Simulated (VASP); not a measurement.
# Te (P3_121) in VASP: notebook, part 2 of 2

VASP 6.6.1.

**5. Relaxation of shape and atoms at fixed volume, LDA (a relaxed cell with its volume scaled by 0.96)**

INCAR

```
PREC = Accurate
ENCUT = 600
EDIFF = 1E-7
ISMEAR = 0
SIGMA = 0.03
LREAL = F
LASPH = T
NELM = 80
ALGO = Normal
ISIF = 4
LWAVE = F
LCHARG = F
IBRION = 2
NSW = 40
EDIFFG = -0.01
```

KPOINTS

```
Automatic mesh
0
Gamma
  9 9 6
```

POSCAR

```
Te                                      
1.0
    4.2181646723     -0.0000000000      0.0000000000
   -2.1090823362      3.6530377636      0.0000000000
    0.0000000000      0.0000000000      5.8576135797
  Te            
     3
Direct
     0.2869691410427617    1.0000000000000000    0.3333333332999970
     0.0000000000000000    0.2869691410427688    0.6666666667000030
     0.7130308589572313    0.7130308589572313    0.0000000000000000
```

Potentials or basis: VASP PAW LDA potentials, release 64 (Te).

Launch:

```sh
$ cat potpaw_LDA.64/Te/POTCAR > POTCAR
$ mpirun -np 1 vasp_std > vasp.out
```

OUTCAR:

```text
PREC = Accurate
   ENCUT = 600
   EDIFF = 1E-7
   ISMEAR = 0
   LREAL = F
   LASPH = T
   NELM = 80
   ISIF = 4
   IBRION = 2
   NSW = 40
   EDIFFG = -0.01

 ion  position               nearest neighbor table
   1  0.287  0.000  0.333-   3 2.86   2 2.86   3 3.27   3 3.27   2 3.27   2 3.27
   2  0.000  0.287  0.667-   3 2.86   1 2.86   3 3.27   3 3.27   1 3.27   1 3.27
   3  0.713  0.713  0.000-   1 2.86   2 2.86   2 3.27   1 3.27   1 3.27   2 3.27

  LATTYP: Found a hexagonal cell.
 ALAT       =     4.2181646723
 C/A-ratio  =     1.3886640363

  Lattice vectors:

 A1 = (   4.2181646723,   0.0000000000,   0.0000000000)
 A2 = (  -2.1090823362,   3.6530377636,   0.0000000000)
 A3 = (   0.0000000000,   0.0000000000,   5.8576135797)

Analysis of symmetry for initial positions (statically):
=====================================================================
 Subroutine PRICEL returns:
 Original cell was already a primitive cell.

 Routine SETGRP: Setting up the symmetry group for a
 hexagonal supercell.

 Subroutine GETGRP returns: Found  6 space group operations
 (whereof  2 operations were pure point group operations)
 out of a pool of 24 trial point group operations.

The static configuration has the point symmetry C_2 .
 The point group associated with its full space group is D_3 .

Analysis of symmetry for dynamics (positions and initial velocities):
=====================================================================
 Subroutine PRICEL returns:
 Original cell was already a primitive cell.

 Routine SETGRP: Setting up the symmetry group for a
 hexagonal supercell.

 Subroutine GETGRP returns: Found  6 space group operations
 (whereof  2 operations were pure point group operations)
 out of a pool of 24 trial point group operations.

The dynamic configuration has the point symmetry C_2 .
 The point group associated with its full space group is D_3 .

 Subroutine INISYM returns: Found  6 space group operations
[... 143 lines left out ...]
 Free energy of the ion-electron system (eV)
  ---------------------------------------------------
  ext. energy  EPLUGINS =         0.00000000
  ---------------------------------------------------
  free energy    TOTEN  =       -11.38207408 eV

  energy without entropy =      -11.38192286  energy(sigma->0) =      -11.38199847

------------------------ aborting loop because EDIFF is reached ----------------------------------------

  FORCE on cell =-STRESS in cart. coord.  units (eV):
  Direction    XX          YY          ZZ          XY          YZ          ZX
  --------------------------------------------------------------------------------------
  -------------------------------------------------------------------------------------
  Total        1.2829169      1.2829169      1.8634046     -0.0000000      0.0000000      0.0000000
  in kB       22.7724986     22.7724986     33.0764836     -0.0000000      0.0000000      0.0000000
  external PRESSURE =      26.2071603 kB  Pullay stress =       0.0000000 kB
[... 172 lines left out ...]
--------------------------------------- Ionic step        6  -------------------------------------------

 number of electron      17.9999999 magnetization

 Free energy of the ion-electron system (eV)
  ---------------------------------------------------
  ext. energy  EPLUGINS =         0.00000000
  ---------------------------------------------------
  free energy    TOTEN  =       -11.39243971 eV

  energy without entropy =      -11.39230038  energy(sigma->0) =      -11.39237004

 E-fermi :   7.4255     XC(G=0):  -9.8472

 val. band max:        7.4255490052   @ k =   0.3333   0.3333   0.5000
 cond. band min:       7.5290335821   @ k =   0.0000   0.0000   0.5000
 fundamental gap:      0.1034845770
 Fermi energy:         7.4255499204

 k-point     1 :       0.0000    0.0000    0.0000
  band No.  band energies     occupation
      1      -6.9352      2.00000
      2      -3.3696      2.00000
      3      -3.3696      2.00000
      4       4.5295      2.00000
      5       4.9080      2.00000
      6       4.9080      2.00000
      7       5.5556      2.00000
      8       5.5556      2.00000
      9       6.0748      2.00000
     10       8.4713      0.00000
     11       8.4713      0.00000
     12       9.2333      0.00000
     13      12.1022      0.00000
[... 354 lines left out ...]
  band No.  band energies     occupation
      1      -6.0789      2.00000
      2      -4.1356      2.00000
      3      -2.5653      2.00000
      4       1.9268      2.00000
      5       2.6125      2.00000
      6       3.7576      2.00000
      7       5.2621      2.00000
      8       6.3004      2.00000
      9       6.7293      2.00000
     10       8.1450      0.00000
     11       8.5915      0.00000
     12       9.3554      0.00000
     13      10.5798      0.00000

 [... further k-points ...]

------------------------ aborting loop because EDIFF is reached ----------------------------------------

  FORCE on cell =-STRESS in cart. coord.  units (eV):
  Direction    XX          YY          ZZ          XY          YZ          ZX
  --------------------------------------------------------------------------------------
  -------------------------------------------------------------------------------------
  Total        0.9897028      0.9897028      1.0015711     -0.0000000      0.0000000      0.0000000
  in kB       17.5677827     17.5677827     17.7784534     -0.0000000      0.0000000      0.0000000
  external PRESSURE =      17.6380062 kB  Pullay stress =       0.0000000 kB
[... 18 lines left out ...]
  FREE ENERGIE OF THE ION-ELECTRON SYSTEM (eV)
  ---------------------------------------------------
  free  energy   TOTEN  =       -11.3924397093 eV

  energy  without entropy=      -11.3923003772  energy(sigma->0) =      -11.39237004

 reached required accuracy - stopping structural energy minimisation
```

Wall time 3.4 min (1 thread of Intel Xeon Platinum 8559C (Emerald Rapids), shared host); peak memory 0.24 GiB.

What came out:

| Item | Value |
| --- | --- |
| Free energy | -11.3924 eV |
| Energy gained by relaxing | 3.5 meV/atom |
| Ionic steps | 6 |
| Pressure after relaxing | 1.8 GPa |
| Band gap on the k mesh | none (metal or under the smearing width) |

Forces in eV/Å, atoms in the order of the input:
```
Te   0.002  0.000  0.000
Te  -0.001  0.002  0.000
Te  -0.001 -0.002  0.000
```

The path:
| step | energy change (eV) | largest force (eV/Å) | pressure (GPa) |
| --- | --- | --- | --- |
| 1 | 0.0000 | 0.1566 | 2.62 |
| 2 | -0.0058 | 0.1083 | 2.31 |
| 3 | -0.0097 | 0.0347 | 1.80 |
| 4 | -0.0097 | 0.0325 | 1.79 |
| 5 | -0.0101 | 0.0223 | 1.78 |
| 6 | -0.0104 | 0.0025 | 1.76 |

Final structure:
```yaml
crystal:
  lattice:
    - [4.19087, 0.00000, 0.00000]
    - [-2.09543, 3.62940, 0.00000]
    - [0.00000, 0.00000, 5.93416]
  atoms:
    - { symbol: Te, position: [0.29381, 0.00000, 0.33333] }
    - { symbol: Te, position: [0.00000, 0.29381, 0.66667] }
    - { symbol: Te, position: [0.70619, 0.70619, 0.00000] }
```

**6. Overview**

```csv
task,cell,gap on the mesh (eV),pressure (GPa)
relaxation of cell and atoms,relaxed,none,0.0
relaxation of shape and atoms at fixed volume,atoms relaxed at fixed volume from: a relaxed cell with its volume scaled by 0.94,none,2.9
relaxation of shape and atoms at fixed volume,atoms relaxed at fixed volume from: a relaxed cell with its volume scaled by 0.96,none,1.8
```

Alike in all rows: level LDA; potentials or basis VASP PAW LDA potentials, release 64 (Te); no spin polarisation; k mesh 9 × 9 × 6; cutoff (eV) 600; smearing gaussian 0.03 eV.

Total energies depend on the potentials used, so only differences within one code and one set of settings carry meaning.
